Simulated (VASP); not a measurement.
Write the native input for VASP 6.6.1 that does the following.

- Task: relaxation of cell and atoms
- Functional: LDA
- Potentials or basis: VASP PAW LDA potentials, release 64 (Si)
- Cutoff: 600 eV
- k mesh: 8 × 8 × 8
- Occupations: fermi-dirac, width 0.05 eV
- Spin: no spin polarisation
- Further INCAR settings: ALGO = Fast; EDIFF = 1e-06; IBRION = 2; EDIFFG = -0.005; NSW = 40; ISIF = 3

The structure of Si lies in POSCAR:

```
Si
1.0
    0.0000000000      2.7218511865      2.7218511865
    2.7218511865      0.0000000000      2.7218511865
    2.7218511865      2.7218511865      0.0000000000
Si
2
Direct
    0.5000000000      0.5000000000      0.5000000000
    0.7500000000      0.7500000000      0.7500000000
```

The input as run:

INCAR

```
SYSTEM = Si
PREC = Accurate
ENCUT = 600
EDIFF = 1E-6
ISMEAR = -1
SIGMA = 0.05
LREAL = .FALSE.
LASPH = .TRUE.
NELM = 80
ALGO = Fast
ISIF = 3
LWAVE = .FALSE.
LCHARG = .FALSE.
GGA = CA
IBRION = 2
NSW = 40
EDIFFG = -0.005
```

KPOINTS

```
regular mesh
0
G
  8 8 8
  0 0 0
```

Potentials or basis: VASP PAW LDA potentials, release 64 (Si).

The run is started by

```sh
$ cat potpaw_LDA.64/Si/POTCAR > POTCAR
$ mpirun -np 1 vasp_std > vasp.out
```

Results of the run:

The relaxed volume is 19.72 Å³/atom and the relaxed cell is a = 3.821 Å, b = 3.821 Å, c = 3.821 Å, α = 60.00°, β = 60.00°, γ = 60.00°. The space group after relaxing (to 0.05 Å) is Fd-3m (No. 227). The energy gained by relaxing is 3.0 meV/atom. The ionic steps are 3, the pressure after relaxing is 0.0 GPa and the band gap on the k mesh is 0.49 eV, indirect (least direct gap 2.53 eV).

Run time: 20 s on 1 thread of Intel(R) Xeon(R) Platinum 8259CL CPU @ 2.50GHz (Skylake/Cascade Lake), on a shared host, peak memory 0.15 GiB.
